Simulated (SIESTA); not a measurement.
Crystal: C.

```
C
1.0
     0.00000    1.78337    1.78337
     1.78337    0.00000    1.78337
     1.78337    1.78337    0.00000
C
2
Direct
  0.75000 0.75000 0.75000
  0.50000 0.50000 0.50000
```

This isn't the form of C at room conditions, which is graphite.

Base run:

| Property | Result |
| --- | --- |
| Program | SIESTA 5.4.2 |
| Functional | PBEsol |
| Potentials or basis | PseudoDojo 0.4 standard (PBEsol files) |
| Basis | DZP (energy shift 0.003 Ry) |
| Grid cutoff | 500 Ry |
| Energy shift | 0.003 Ry |
| k mesh | 13 × 13 × 13 |
| Occupations | fermi-dirac, width 0.05 eV |
| Spin | no spin polarisation |

Its results: band gap on the k mesh 4.15 eV, indirect (least direct gap 5.63 eV); pressure 5.1 GPa.

After a change of settings the same cell gave: band gap on the k mesh 4.14 eV, indirect (least direct gap 5.61 eV); pressure 3.6 GPa. Which change was it?
A. functional from PBEsol to vdW-DF-cx; potentials or basis from PseudoDojo 0.4 standard (PBEsol files) to PseudoDojo 0.4 standard (PBE files)
B. functional from PBEsol to AM05
C. functional from PBEsol to BLYP; potentials or basis from PseudoDojo 0.4 standard (PBEsol files) to PseudoDojo 0.4 standard (PBE files)

B.

Caveats: the basis of atomic orbitals isn't converged, which shifts pressures, moduli and gaps; an odd mesh through Γ misses points on the zone boundary, where band edges often lie (some runs); the potentials were made for another functional, which shifts forces and pressure (some runs).
